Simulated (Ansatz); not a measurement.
Cubic perovskite BaSnO₃, treated with rVV10 in Ansatz (plane waves, PAW).

Run with plane-wave cutoff 500 eV, 8×8×8 k mesh, gaussian smearing 0.02 eV, scalar-relativistic PAW data made under PBE.

Computed at the level's own relaxed cell.

Task: What does this level give for the volume per atom, equilibrium lattice constant a and band gap?

Result: 
- volume per atom = 14.70 Å³/atom
- equilibrium lattice constant a = 4.189 Å
- band gap = 0.34 eV (on the SCF k mesh)

Measured, for comparison: band gap 2.95 eV (temperature not stated, no zero-point or thermal correction, indirect, from the absorption edge of a single crystal; as tabulated in Kim et al. (2012), arXiv:1207.0764); equilibrium volume per atom 13.95 Å³/atom, lattice constant a 4.116 Å (temperature not stated, no zero-point or thermal correction; as tabulated in Lee et al. (2017), arXiv:1707.09778). Computed (rounded) less measured: equilibrium volume per atom +5.4 %, lattice constant a +1.8 %.

Spin–orbit coupling is not included.

Static lattice: no zero-point or thermal effects.

The result took very roughly 30 core-seconds.

Ansatz is a first-principles code.
